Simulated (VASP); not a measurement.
# W2C3 (P6_3/mmc) in VASP: density of states with PBE

Aim: the density of states of W2C3 with PBE.

Everything below comes from runs of VASP 6.6.1. Logs are shortened: lines on timing, memory, paths and dates and some standing lists are left out, and cuts for length are marked.

### 1 The structure

Symmetry: P6_3/mmc, No. 194, hexagonal system. The conventional cell has a = 2.778 Å, b = 2.778 Å, c = 14.257 Å, α = 90.00°, β = 90.00°, γ = 120.00°. W (site symmetry 3m) has 4 C at 2.16 to 2.32 Å as nearest neighbours. Around C (site symmetry -6m2) lie 6 W at 2.16 Å. C (site symmetry 3m) is surrounded by 3 C at 1.66 Å.

The cell was built by a generator and needn't be a form met in nature.

### 2 Density of states, PBE

Contents of POSCAR:

```
W2C3
1.0
    2.7782530000      0.0000000000      0.0000000000
   -1.3891270000      2.4060380000      0.0000000000
    0.0000000000      0.0000000000     14.2571700000
W C
4 6
Direct
    0.3333330000      0.6666670000      0.1483600000
    0.6666670000      0.3333330000      0.6483600000
    0.3333330000      0.6666670000      0.3516400000
    0.6666670000      0.3333330000      0.8516400000
    0.0000000000      0.0000000000      0.2500000000
    0.0000000000      0.0000000000      0.7500000000
    0.3333330000      0.6666670000      0.9856290000
    0.6666670000      0.3333330000      0.4856290000
    0.3333330000      0.6666670000      0.5143710000
    0.6666670000      0.3333330000      0.0143710000
```

Contents of INCAR.step1:

```
SYSTEM = W2C3
  ALGO = Normal
  EDIFF = 1E-6
  ENCUT = 520
  GGA = PE
  ISIF = 2
  ISMEAR = 0
  KPAR = 2
  LASPH = .TRUE.
  LCHARG = .TRUE.
  LMAXMIX = 4
  LREAL = .FALSE.
  LWAVE = .FALSE.
  NBANDS = 51
  NELM = 60
  PREC = Accurate
  SIGMA = 0.1
```

Contents of KPOINTS.step1:

```
k-points
0
G
  12 12 2
  0 0 0
```

Contents of INCAR.step2:

```
SYSTEM = W2C3
  ALGO = Normal
  EDIFF = 1E-6
  ENCUT = 520
  GGA = PE
  ICHARG = 11
  ISIF = 2
  ISMEAR = -5
  KPAR = 2
  LASPH = .TRUE.
  LCHARG = .FALSE.
  LMAXMIX = 4
  LORBIT = 11
  LREAL = .FALSE.
  LWAVE = .FALSE.
  NBANDS = 51
  NEDOS = 2001
  NELM = 60
  PREC = Accurate
  SIGMA = 0.1
```

Contents of KPOINTS.step2:

```
k-points
0
G
  18 18 3
  0 0 0
```

Potentials or basis: VASP PAW PBE potentials, release 64 (W_sv, C).

Started as:

```
cat potpaw_PBE.64/W_sv/POTCAR potpaw_PBE.64/C/POTCAR > POTCAR
cp INCAR.step1 INCAR
cp KPOINTS.step1 KPOINTS
mpirun -np 2 vasp_std > vasp.out
cp INCAR.step2 INCAR
cp KPOINTS.step2 KPOINTS
mpirun -np 2 vasp_std > vasp.out
```

OUTCAR:

```text
SYSTEM = W2C3
   EDIFF = 1E-6
   ENCUT = 520
   GGA = PE
   ICHARG = 11
   ISIF = 2
   ISMEAR = -5
   LASPH = .TRUE.
   LORBIT = 11
   LREAL = .FALSE.
   NELM = 60
   PREC = Accurate

 ion  position               nearest neighbor table
   1  0.333  0.667  0.148-   5 2.16   5 2.16   5 2.16   7 2.32  10 2.49  10 2.49  10 2.49   3 2.90

   2  0.667  0.333  0.648-   6 2.16   6 2.16   6 2.16   8 2.32   9 2.49   9 2.49   9 2.49   4 2.90

   3  0.333  0.667  0.352-   5 2.16   5 2.16   5 2.16   9 2.32   8 2.49   8 2.49   8 2.49   1 2.90

   4  0.667  0.333  0.852-   6 2.16   6 2.16   6 2.16  10 2.32   7 2.49   7 2.49   7 2.49   2 2.90

   5  0.000  0.000  0.250-   1 2.16   3 2.16   1 2.16   3 2.16   1 2.16   3 2.16
   6  0.000  0.000  0.750-   2 2.16   4 2.16   2 2.16   4 2.16   2 2.16   4 2.16
   7  0.333  0.667  0.986-  10 1.66  10 1.66  10 1.66   1 2.32   4 2.49   4 2.49   4 2.49
   8  0.667  0.333  0.486-   9 1.66   9 1.66   9 1.66   2 2.32   3 2.49   3 2.49   3 2.49
   9  0.333  0.667  0.514-   8 1.66   8 1.66   8 1.66   3 2.32   2 2.49   2 2.49   2 2.49
  10  0.667  0.333  0.014-   7 1.66   7 1.66   7 1.66   4 2.32   1 2.49   1 2.49   1 2.49

  LATTYP: Found a hexagonal cell.
 ALAT       =     2.7782530000
 C/A-ratio  =     5.1317032682

  Lattice vectors:

 A1 = (   2.7782530000,   0.0000000000,   0.0000000000)
 A2 = (  -1.3891270000,   2.4060380000,   0.0000000000)
 A3 = (   0.0000000000,   0.0000000000,  14.2571700000)

Analysis of symmetry for initial positions (statically):
=====================================================================
 Subroutine PRICEL returns:
 Original cell was already a primitive cell.

 Routine SETGRP: Setting up the symmetry group for a
 hexagonal supercell.

 Subroutine GETGRP returns: Found 24 space group operations
 (whereof 12 operations were pure point group operations)
 out of a pool of 24 trial point group operations.

The static configuration has the point symmetry D_3d.
 The point group associated with its full space group is D_6h.

Analysis of symmetry for dynamics (positions and initial velocities):
=====================================================================
 Subroutine PRICEL returns:
 Original cell was already a primitive cell.

 Routine SETGRP: Setting up the symmetry group for a
 hexagonal supercell.

 Subroutine GETGRP returns: Found 24 space group operations
 (whereof 12 operations were pure point group operations)
 out of a pool of 24 trial point group operations.

The dynamic configuration has the point symmetry D_3d.
[... 142 lines left out ...]
   LORBIT       =     11    0 simple, 1 ext, 2 COOP (PROOUT), +10 PAW based schemes
   GGA     = PE    functional components
   LHFCALC =     F    Hartree Fock is set to
   AEXX    =    0.0000 exact exchange contribution
   IVDW    =     0    specifies the selected vdW correction
   LEPSILON=     F    determine dielectric tensor
   LRPA    =     F    only Hartree local field effects (RPA)
 non-spin polarized calculation
 Fermi weights with tetrahedron method with Bloechl corrections
  energy-cutoff  :      520.00
  volume of cell :       95.30
 maximum number of plane-waves:      2585
 NGX is ok and might be reduce to    24

 number of electron      79.9999988 magnetization

 Free energy of the ion-electron system (eV)
  ---------------------------------------------------
  ext. energy  EPLUGINS =         0.00000000
  ---------------------------------------------------
  free energy    TOTEN  =      -100.41817118 eV

  energy without entropy =     -100.41817118  energy(sigma->0) =     -100.41817118

 E-fermi :  12.1900     XC(G=0): -13.6899

 val. band max:       12.2596323121   @ k =   0.3889   0.2222   0.0000
 cond. band min:      12.1579626215   @ k =   0.2778   0.2778   0.3333
 fundamental gap:     -0.1016696906
 Fermi energy:        12.1899944257

 k-point     1 :       0.0000    0.0000    0.0000
  band No.  band energies     occupation
      1     -62.4360      2.00000
      2     -62.4360      2.00000
      3     -62.4200      2.00000
      4     -62.4199      2.00000
      5     -27.1846      2.00000
      6     -27.1717      2.00000
[... 1285 lines left out ...]
     50      16.7962      0.00000
     51      17.1335      0.00000

 [... further k-points ...]

------------------------ aborting loop because EDIFF is reached ----------------------------------------

  FORCE on cell =-STRESS in cart. coord.  units (eV):
  Direction    XX          YY          ZZ          XY          YZ          ZX
  --------------------------------------------------------------------------------------
  -------------------------------------------------------------------------------------
  Total       -0.2246458     -0.2246458      0.2391185      0.0000000      0.0000000      0.0000000
  in kB       -3.7766022     -3.7766032      4.0199077      0.0000008      0.0000000      0.0000000
  external PRESSURE =      -1.1777659 kB  Pullay stress =       0.0000000 kB

 VOLUME and BASIS-vectors are now :
 -----------------------------------------------------------------------------
  energy-cutoff  :      520.00
  volume of cell :       95.30
      direct lattice vectors                 reciprocal lattice vectors
     2.778253000  0.000000000  0.000000000     0.359938422  0.207810592  0.000000000
    -1.389127000  2.406038000  0.000000000     0.000000000  0.415621033  0.000000000
     0.000000000  0.000000000 14.257170000     0.000000000  0.000000000  0.070140147

 POSITION                                       TOTAL-FORCE (eV/Angst)
 -----------------------------------------------------------------------------------
     -0.00000      1.60403      2.11519         0.000000     -0.000000      0.047498
      1.38913      0.80201      9.24378        -0.000000      0.000000      0.047498
     -0.00000      1.60403      5.01339         0.000000     -0.000000     -0.047498
      1.38913      0.80201     12.14198        -0.000000      0.000000     -0.047498
      0.00000      0.00000      3.56429         0.000000      0.000000      0.000000
      0.00000      0.00000     10.69288        -0.000000      0.000000      0.000000
     -0.00000      1.60403     14.05228        -0.000000      0.000000      0.038038
      1.38913      0.80201      6.92370         0.000000      0.000000      0.038038
     -0.00000      1.60403      7.33347        -0.000000      0.000000     -0.038038
      1.38913      0.80201      0.20489         0.000000      0.000000     -0.038038
 -----------------------------------------------------------------------------------
    total drift:                               -0.001333      0.000947     -0.000072

  FREE ENERGIE OF THE ION-ELECTRON SYSTEM (eV)
  ---------------------------------------------------
  free  energy   TOTEN  =      -100.4181711824 eV

  energy  without entropy=     -100.4181711824  energy(sigma->0) =     -100.41817118

 total charge

# of ion       s       p       d       tot
------------------------------------------
    1        2.343   6.349   3.562  12.254
    2        2.343   6.349   3.562  12.254
    3        2.343   6.349   3.562  12.254
    4        2.343   6.349   3.562  12.254
    5        0.858   1.596   0.000   2.454
    6        0.858   1.596   0.000   2.454
    7        0.802   1.527   0.000   2.329
    8        0.802   1.527   0.000   2.329
    9        0.802   1.527   0.000   2.329
   10        0.802   1.527   0.000   2.329
--------------------------------------------------
tot         14.295  34.697  14.249  63.241
```

OUTCAR.step1:

```text
SYSTEM = W2C3
   EDIFF = 1E-6
   ENCUT = 520
   GGA = PE
   ISIF = 2
[... 1558 lines left out ...]
     -0.00000      1.60403     14.05228         0.000000     -0.000000      0.003526
      1.38913      0.80201      6.92370         0.000000      0.000000      0.003526
     -0.00000      1.60403      7.33347         0.000000     -0.000000     -0.003526
      1.38913      0.80201      0.20489         0.000000      0.000000     -0.003526
 -----------------------------------------------------------------------------------
    total drift:                               -0.001333      0.000947     -0.000072

  FREE ENERGIE OF THE ION-ELECTRON SYSTEM (eV)
  ---------------------------------------------------
  free  energy   TOTEN  =      -100.4044779541 eV

  energy  without entropy=     -100.3804495516  energy(sigma->0) =     -100.39246375
```

OSZICAR.step1:

```text
N       E                     dE             d eps       ncg     rms          rms(c)
DAV:   1     0.949662113108E+03    0.94966E+03   -0.44264E+04  3892   0.178E+03
DAV:   2    -0.317108874774E+02   -0.98137E+03   -0.94219E+03  4040   0.547E+02
DAV:   3    -0.106702111564E+03   -0.74991E+02   -0.71660E+02  4518   0.141E+02
DAV:   4    -0.109485361137E+03   -0.27832E+01   -0.26887E+01  4824   0.240E+01
DAV:   5    -0.109560725464E+03   -0.75364E-01   -0.75014E-01  4952   0.367E+00    0.600E+01
DAV:   6    -0.100719309600E+03    0.88414E+01   -0.54831E+01  4754   0.302E+01    0.208E+01
DAV:   7    -0.100474671668E+03    0.24464E+00   -0.37431E+00  4778   0.961E+00    0.882E+00
DAV:   8    -0.100408392216E+03    0.66279E-01   -0.41570E-01  4624   0.309E+00    0.818E-01
DAV:   9    -0.100404672857E+03    0.37194E-02   -0.71349E-02  4666   0.102E+00    0.316E-01
DAV:  10    -0.100404821859E+03   -0.14900E-03   -0.12711E-02  5063   0.586E-01    0.137E-01
DAV:  11    -0.100404459845E+03    0.36201E-03   -0.24134E-03  5205   0.239E-01    0.305E-02
DAV:  12    -0.100404477186E+03   -0.17341E-04   -0.20403E-04  4837   0.652E-02    0.233E-02
DAV:  13    -0.100404478252E+03   -0.10659E-05   -0.15384E-05  4128   0.184E-02    0.400E-03
DAV:  14    -0.100404477954E+03    0.29825E-06   -0.28597E-06  3845   0.902E-03
   1 F= -.10040448E+03 E0= -.10039246E+03  d E =-.240284E-01
```

Run time: 2.7 min. Hardware: 2 MPI ranks of Intel Xeon 6975P-C (Granite Rapids), shared host; peak memory 0.38 GiB.

Results:

```yaml
Valence_electrons_inside_the_program's_atomic_spheres: W 12.25; C 2.45, 2.33
```

Levels at points of the mesh, in eV from the Fermi level:
| k point | band 36 | band 37 | band 38 | band 39 | band 40 | band 41 | band 42 | band 43 | band 44 | band 45 |
| --- | --- | --- | --- | --- | --- | --- | --- | --- | --- | --- |
| (0.00, 0.00, 0.00) | -1.50 | -1.19 | -1.19 | -0.66 | -0.60 | 0.04 | 0.04 | 0.30 | 0.30 | 0.62 |
| (0.50, 0.00, 0.00) | -3.41 | -3.29 | -2.73 | 0.66 | 1.01 | 1.23 | 1.75 | 2.13 | 2.40 | 3.10 |

States per cell in windows of 1 eV (zero at the Fermi level; states under -8 eV left out):
```
from (eV)  total  W1_d  W2_d  W3_d  W4_d  C5_p  C6_p
     -8.0   3.74  0.17  0.17  0.17  0.17  0.13  0.13
     -7.0   5.18  0.37  0.37  0.37  0.37  0.33  0.33
     -6.0   3.59  0.30  0.30  0.30  0.30  0.17  0.17
     -5.0   4.42  0.41  0.41  0.41  0.41  0.23  0.23
     -4.0   5.26  0.64  0.64  0.64  0.64  0.35  0.35
     -3.0   4.48  0.60  0.60  0.60  0.60  0.23  0.23
     -2.0   2.00  0.32  0.32  0.32  0.32  0.04  0.04
     -1.0   3.20  0.49  0.49  0.49  0.49  0.07  0.07
      0.0   4.00  0.66  0.66  0.66  0.66  0.05  0.05
      1.0   4.60  0.64  0.64  0.64  0.64  0.05  0.05
      2.0   5.10  0.72  0.72  0.72  0.72  0.05  0.05
      3.0   5.13  0.65  0.65  0.65  0.65  0.09  0.09
      4.0   2.88  0.43  0.43  0.43  0.43  0.06  0.06
      5.0   0.41  0.05  0.05  0.05  0.05  0.02  0.02
      6.0   0.00  0.00  0.00  0.00  0.00  0.00  0.00
      7.0   0.00  0.00  0.00  0.00  0.00  0.00  0.00
```

Caveat: tetrahedron occupations give inexact forces and stress in metals. The run has no spin-orbit coupling, so splittings on W are missing.
